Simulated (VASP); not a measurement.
# Ni: relaxation of cell and atoms with PBE

The system is Ni.

```
CELL_PARAMETERS angstrom
0.00000 1.76194 1.76194
1.76194 0.00000 1.76194
1.76194 1.76194 0.00000
ATOMIC_POSITIONS crystal
Ni 0.00000 0.00000 0.00000
```

| Quantity | Value |
| --- | --- |
| Program | VASP 6.6.1 |
| Task | relaxation of cell and atoms |
| Functional | PBE |
| Potentials or basis | VASP PAW PBE potentials, release 64 (Ni) |
| Cutoff | 520 eV |
| k mesh | 20 × 20 × 20 |
| Occupations | gaussian, width 0.1 eV |
| Spin | collinear spin, ferromagnetic start |
| Starting moments | [0.8] μB |
| Further INCAR settings | ALGO = Normal; EDIFF = 1e-07; IBRION = 2; EDIFFG = -0.15; NSW = 80; ISIF = 3 |

The pressure after relaxing is -1.0 GPa and the band gap on the k mesh is none (metal or under the smearing width). The net moment is 0.63 μB per cell, the site moments are Ni +0.64 μB and the valence electrons inside the program's atomic spheres are Ni 9.30.

Final structure:
```yaml
crystal:
  lattice:
    - [0.00000, 1.76194, 1.76194]
    - [1.76194, 0.00000, 1.76194]
    - [1.76194, 1.76194, 0.00000]
  atoms:
    - { symbol: Ni, position: [0.00000, 0.00000, 0.00000] }
```

Levels at points of the mesh, in eV from the Fermi level:
Spin up:
```tsv
k point	band 1	band 2	band 3	band 4	band 5	band 6	band 7	band 8	band 9
(0.00, 0.00, 0.00)	-8.97	-2.43	-2.43	-2.43	-1.26	-1.26	23.68	27.49	27.49
(0.50, 0.00, 0.00)	-4.81	-2.41	-2.41	-0.61	-0.61	-0.28	5.62	22.17	24.58
(0.50, 0.50, 0.00)	-4.62	-4.17	-0.55	-0.48	-0.48	2.44	9.17	14.77	14.77
```
Spin down:
```
           k point  band 1  band 2  band 3  band 4  band 5  band 6  band 7  band 8  band 9
(0.00, 0.00, 0.00)   -9.01   -1.67   -1.67   -1.67   -0.67   -0.67   23.51   27.47   27.47
(0.50, 0.00, 0.00)   -4.38   -1.79   -1.79   -0.35    0.15    0.15    6.04   22.02   24.66
(0.50, 0.50, 0.00)   -4.27   -3.55    0.06    0.39    0.39    2.40    9.41   14.78   14.78
```

Run time: 43 s on 1 thread of Intel(R) Xeon(R) Platinum 8259CL CPU @ 2.50GHz (Skylake/Cascade Lake), with other jobs on the host, peak memory 0.16 GiB.

Caveat: the relaxation stopped at its first step, so nothing moved.
